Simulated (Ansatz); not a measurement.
# MoS2: the cost of one run

Computed with Ansatz 0.2.0 (DFT LDA, scalar-relativistic, unless a step's input says otherwise).

### Step 1. The system as given

It takes space group P6_3/mmc (No. 194, hexagonal). The conventional cell has a = 3.161 Å, b = 3.161 Å, c = 12.295 Å, α = 90.00°, β = 90.00°, γ = 120.00°. Around Mo (site symmetry -6m2) lie 6 S at 2.37 Å. S (site symmetry 3m) has 3 Mo at 2.37 Å as nearest neighbours.

Coordinates:

```cif
data_structure
_symmetry_space_group_name_H-M 'P 1'
_symmetry_Int_Tables_number 1
_cell_length_a 3.1610
_cell_length_b 3.1610
_cell_length_c 12.2950
_cell_angle_alpha 90.000
_cell_angle_beta 90.000
_cell_angle_gamma 120.000
_cell_volume 106.39
loop_
_atom_site_label
_atom_site_type_symbol
_atom_site_fract_x
_atom_site_fract_y
_atom_site_fract_z
_atom_site_occupancy
Mo1 Mo 0.33333 0.66667 0.25000 1
Mo2 Mo 0.66667 0.33333 0.75000 1
S1 S 0.33333 0.66667 0.62750 1
S2 S 0.66667 0.33333 0.12750 1
S3 S 0.33333 0.66667 0.87250 1
S4 S 0.66667 0.33333 0.37250 1
```

Atoms are numbered in the order of the input: Mo1, Mo2, S3, S4, S5, S6.

### Step 2. The deformed structure

Space group P6_3/mmc before, P-1 after.

### Step 3. All-electron LAPW

input.yaml

```yaml
crystal:
  lattice:
    - [3.1610016016, -0.047415024, -0.047415024]
    - [-1.6215634161, 2.7612152004, -0.0173551033]
    - [-0.184425, -0.184425, 12.295]
  atoms:
    - { symbol: Mo, position: [0.3333333333, 0.6666666667, 0.25] }
    - { symbol: Mo, position: [0.6666666667, 0.3333333333, 0.75] }
    - { symbol: S, position: [0.3333333333, 0.6666666667, 0.6275] }
    - { symbol: S, position: [0.6666666667, 0.3333333333, 0.1275] }
    - { symbol: S, position: [0.3333333333, 0.6666666667, 0.8725] }
    - { symbol: S, position: [0.6666666667, 0.3333333333, 0.3725] }
kpoints:
  mp_grid: { grid: [10, 10, 3] }
  band_path:
    path:
      - [0.0, 0.0, 0.0]
      - [0.0, 0.0, 0.5]
      - [-0.5, 0.5, 0.0]
      - [0.0, 0.0, 0.0]
      - [0.0, -0.5, 0.0]
      - [-0.5, 0.0, 0.5]
      - [0.0, 0.0, 0.0]
      - [-0.5, 0.0, 0.0]
      - [0.0, -0.5, 0.5]
    npoints: 5
scf:
  occupations: { method: fermi_dirac, width: 0.03 }
hamiltonian:
  xc: lda
  pseudopotentials: { kind: all_electron, lapw: { basis_error: 0.001 } }
output:
  forces: true
  stress: true
  eigenvalues: true
```

Started as:

```bash
$ ansatz run input.yaml --threads 2 --pin off --max-ram 8192MiB --backend cpu --events-out ev --progress --plain --runs-dir out
```

**Question.** How long does this run take on 2 threads of Intel Xeon Platinum 8259CL at 2.50GHz (Skylake/Cascade Lake), shared host, and how much memory does it need?

About 2.6 min, with a peak of 1.9 GiB.
